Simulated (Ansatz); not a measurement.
# Cr: frozen-core PAW against all-electron methods

```yaml
crystal:
  lattice:
    - [2.46862, 0.00000, 0.00000]
    - [-1.23431, 2.13789, 0.00000]
    - [0.00000, 0.00000, 4.42573]
  atoms:
    - { symbol: Cr, position: [0.33333, 0.66667, 0.25000] }
    - { symbol: Cr, position: [0.66667, 0.33333, 0.75000] }
```

Atom numbers follow the list: Cr1, Cr2.

The structure comes from a relaxation in the same program, started in the hcp type. Whether it is a known phase or the ground state wasn't checked. The listed cell was then made from it by scaling, straining or moving an atom.

Levels of theory: DFT, PBE, PAW with Ansatz's default frozen-core files, scalar-relativistic (Ansatz 0.2.0); DFT, PBE, all-electron LAPW, scalar-relativistic (Ansatz 0.2.0).

For PAW: a Γ-centred 17×17×9 k mesh, Fermi–Dirac smearing of 0.05 eV, cutoff 420 eV, spin-polarised from start moments Cr1 3, Cr2 3 μB (the moments died away, and the run ended non-magnetic). LAPW targets a basis error of 1 meV/atom. The Ansatz runs share mesh, smearing and spin set-up. Plane-wave (PAW) pressures include the program's estimate of the Pulay term.

Stress and pressure are positive in compression.

The change that made this cell: volume scaled by 0.98.

```json
{"quantity": "pressure (GPa)", "PAW": "4.98", "LAPW": "4.91"}
{"quantity": "stress xx (GPa)", "PAW": "5.18", "LAPW": "5.08"}
{"quantity": "stress zz (GPa)", "PAW": "4.58", "LAPW": "4.58"}
```

PAW's pressure differs from the LAPW value by +0.07 GPa.
